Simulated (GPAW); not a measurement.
PbSe (Clausthalite):

```xyz
2
Lattice="0.0000 3.0606 3.0606 3.0606 0.0000 3.0606 3.0606 3.0606 0.0000" Properties=species:S:1:pos:R:3 pbc="T T T"
Pb    0.0000    0.0000    0.0000
Se    3.0606    3.0606    3.0606
```

Base run:

| Item | Value |
| --- | --- |
| Program | GPAW 26.7.0 |
| Functional | PBE |
| Potentials or basis | GPAW PAW data sets (gpaw-data 1.2.1) |
| Cutoff | 600 eV |
| Basis | pw |
| k mesh | 8 × 8 × 8 |
| Occupations | gaussian, width 0.05 eV |
| Spin | no spin polarisation |

Its results: band gap on the k mesh 0.24 eV, direct; pressure 2.2 GPa.

**Question.** The run is repeated on the same cell with these changes: functional from PBE to PBEsol; potentials or basis from GPAW PAW data sets (gpaw-data 1.2.1) to PAW data sets generated in the run's folder for this functional. What comes out?

**Answer.** Band gap on the k mesh 0.15 eV, direct; pressure -0.7 GPa.

Caveats: spin-orbit coupling is left out, which as a rule narrows the gap of such compounds by several tenths of an eV.

A k mesh can miss the band edges.
